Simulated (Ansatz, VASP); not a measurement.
Ir in VASP and in Ansatz

Contents of INCAR:

```
SYSTEM = Ir
ALGO = Normal
EDIFF = 1E-6
ENCUT = 520
GGA = PS
ISIF = 2
ISMEAR = -1
LASPH = .True.
LCHARG = .False.
LREAL = .False.
LWAVE = .False.
NBANDS = 10
NELM = 80
PREC = Accurate
SIGMA = 0.1
```

The input KPOINTS:

```
k-points
0
Gamma
  19 19 19
  0 0 0
```

The input POSCAR:

```
Ir
1.0
    0.0000000000      1.6847181113      1.6847181113
    1.6847181113      0.0000000000      1.6847181113
    1.6847181113      1.6847181113      0.0000000000
Ir
1
Direct
    0.0000000000      0.0000000000      0.0000000000
```

Input for Ansatz:

```yaml
crystal:
  lattice:
    - [0.0, 1.6847181113, 1.6847181113]
    - [1.6847181113, 0.0, 1.6847181113]
    - [1.6847181113, 1.6847181113, 0.0]
  atoms:
    - { symbol: Ir, position: [0.0, 0.0, 0.0] }
kpoints:
  mp_grid: { grid: [19, 19, 19] }
scf:
  occupations: { method: fermi_dirac, width: 0.1 }
hamiltonian:
  xc: pbesol
  pseudopotentials: { kind: all_electron, lapw: { basis_error: 0.001 } }
output:
  forces: true
  stress: true
  eigenvalues: true
  populations: true
```

Change from the starting cell: volume scaled by 0.68, LAPW.

Alike in both runs: task single point; functional PBEsol; k mesh 19 × 19 × 19; occupations fermi-dirac, width 0.1 eV; no spin polarisation.

|  | VASP | Ansatz |
| --- | --- | --- |
| version | VASP 6.6.1 | Ansatz 0.2.0 |
| potentials or method | VASP PAW PBE potentials, release 64 (Ir) | all-electron LAPW, scalar-relativistic |
| plane-wave cutoff (eV) | 520 | see its input |

```csv
,VASP,Ansatz,Ansatz less VASP
pressure (GPa),389.7,377.7,-12.03
```

Ansatz ran all-electron here, so the differences hold the error of VASP's frozen core and of both bases.

Caveats: the cell as given lies far from equilibrium; so large a pressure means that the cell lies far from this level's equilibrium, or that cutoff or potentials fall short (VASP); the potentials were made for another functional, which shifts forces and pressure (VASP). The runs have no spin-orbit coupling, so splittings on Ir are missing.
